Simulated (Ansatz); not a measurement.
## KF: energy along a strain

KF, Fm-3m, a = 5.347 Å (as given, not relaxed at this level: 1.3 GPa). Ansatz: PBE, PAW, 420 eV, Γ-centred 8×8×8 mesh on 2 atoms, Gaussian smearing 0.05 eV; no spin polarisation. Cell vectors (Å): 0.000 2.674 2.674; 2.674 0.000 2.674; 2.674 2.674 0.000. The cell is strained by x per cent times the pattern (1 -1 0 0 0 0) in the order xx yy zz yz xz xy (engineering shears), with fractional coordinates held. y is the free energy over the start, V0 = 19.109 Å³/atom. Symmetry makes y even in x.

```
x (%) y (meV/atom)
-2.00             ?
-1.00          0.73
 0.00          0.00
 0.25          0.07
 0.50          0.20
 0.75          0.42
 1.25          1.13
 1.50          1.60
 1.75          2.16
```

Q: Fit y = c2 x² + c4 x⁴ to the other rows, get the stiffness along the pattern, and predict the missing energy.

A: Least squares on the rows shown. y = 0.7452 x² − 0.01354 x⁴. The clamped-ion stiffness p·C·p = 2 × 7.452 eV × 160.2 / 19.109 Å³ = 125 GPa (second derivative at the start, which stands under stress). With a term in x⁶ added, the coefficient of x² becomes 0.7751, 4 % more, which shows how far this figure hangs on the form. At x = -2.00 the fit asked for gives 2.76 meV/atom. The run gave 2.83 meV/atom, so the fit is 0.07 meV/atom too low, a small miss on the scale of the series.